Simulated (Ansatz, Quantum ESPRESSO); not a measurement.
**Au and the pressure, program beside program**

The cell as given:

```cif
data_structure
_symmetry_space_group_name_H-M 'P 1'
_symmetry_Int_Tables_number 1
_cell_length_a 2.8779
_cell_length_b 2.8779
_cell_length_c 2.8779
_cell_angle_alpha 60.000
_cell_angle_beta 60.000
_cell_angle_gamma 60.000
_cell_volume 16.85
loop_
_atom_site_label
_atom_site_type_symbol
_atom_site_fract_x
_atom_site_fract_y
_atom_site_fract_z
_atom_site_occupancy
Au1 Au 0.00000 0.00000 0.00000 1
```

Kept alike: task relaxation of cell and atoms; functional PBEsol; k mesh 11 × 11 × 11; occupations fermi-dirac, width 0.05 eV; no spin polarisation. The mesh is that of the run's cell of 1 atom. No spin-orbit coupling.

- A: Ansatz, all-electron LAPW, scalar-relativistic
- B: Quantum ESPRESSO, GBRV 1.5 PBEsol, cutoff 707 eV

| pressure (GPa) | A: volume (Å³/atom) | B: volume (Å³/atom) |
| --- | --- | --- |
| 0 | 17.010 | 16.970 |
| 5 | ? | 16.531 |
| 10 | 16.188 | 16.159 |
| 20 | 15.566 | 15.544 |
| 30 | 15.063 | 15.045 |

Values hold for each row's relaxed cell, which stops near the pressure aimed at. The runs follow the start's structure, whether or not it is the stable one at these pressures.

Problem. Estimate the value left open.

Solution. In the median of the other rows A lies +0.026 Å³/atom from the other column, which points to 16.557; the run gave 16.566 Å³/atom, +0.009 from it.
